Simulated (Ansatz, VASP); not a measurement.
## GaN: VASP beside Ansatz

File INCAR:

```
SYSTEM = GaN
PREC = Accurate ; ENCUT = 600
EDIFF = 1E-7 ; ISMEAR = 0
SIGMA = 0.02 ; LREAL = .False.
LASPH = .True. ; NELM = 100
ALGO = Normal ; ISIF = 3
LWAVE = .False. ; LCHARG = .False.
IBRION = 2 ; NSW = 100
EDIFFG = -0.002
```

The input KPOINTS:

```
regular mesh
0
Gamma
  10 10 10
  0 0 0
```

The input POSCAR:

```
GaN
1.0
    0.0000000000      2.2500000000      2.2500000000
    2.2500000000      0.0000000000      2.2500000000
    2.2500000000      2.2500000000      0.0000000000
Ga N
1 1
Direct
    0.0000000000      0.0000000000      0.0000000000
    0.2500000000      0.2500000000      0.2500000000
```

Input for Ansatz:

```yaml
crystal:
  lattice:
    - [0.0, 2.25, 2.25]
    - [2.25, 0.0, 2.25]
    - [2.25, 2.25, 0.0]
  atoms:
    - { symbol: Ga, position: [0.0, 0.0, 0.0] }
    - { symbol: "N", position: [0.25, 0.25, 0.25] }
basis:
  ecutwfc: 420
kpoints:
  mp_grid: { grid: [10, 10, 10] }
hamiltonian:
  xc: lda
  pseudopotentials: { kind: paw, azcp: { folder: soft_1 } }
scf:
  occupations: { method: gaussian, width: 0.02 }
output:
  forces: true
  stress: true
  eigenvalues: true
  write_density: true
  write_potential: true
  elf: true
  volumetric_format: npy
relax:
  adjacent_minimum: "off"
  f_tol: 0.002
  max_steps: 80
  cell: { stress_tol: 0.02 }
```

The cell was built by a generator and needn't be a form met in nature.

Alike in both runs: task relaxation of cell and atoms; functional LDA; k mesh 10 × 10 × 10; occupations gaussian, width 0.02 eV; no spin polarisation.

|  | VASP | Ansatz |
| --- | --- | --- |
| version | VASP 6.6.1 | Ansatz 0.2.0 |
| potentials or method | VASP PAW LDA potentials, release 64 (Ga_d, N) | scalar-relativistic, plane waves, PAW |
| plane-wave cutoff (eV) | 600 | 420 |
| valence electrons in the cell | 18 | 18 |

|  | VASP | Ansatz | Ansatz less VASP |
| --- | --- | --- | --- |
| gap on the k mesh at the Fermi level, each at its own relaxed structure (eV) | 1.94 | 1.96 | +0.021 |
| relaxed volume (Å³/atom) | 11.11 | 11.05 | -0.055 |
| relaxed cell length with the largest relative difference (Å) | 3.156 | 3.150 | -0.0052 |
| energy change over the relaxation (meV/atom) | -4 | -6 | -1.9 |

Ansatz warned: «pseudo_functional_mismatch».

Expect the measured gap to be larger: semilocal functionals such as LDA lack the derivative discontinuity.
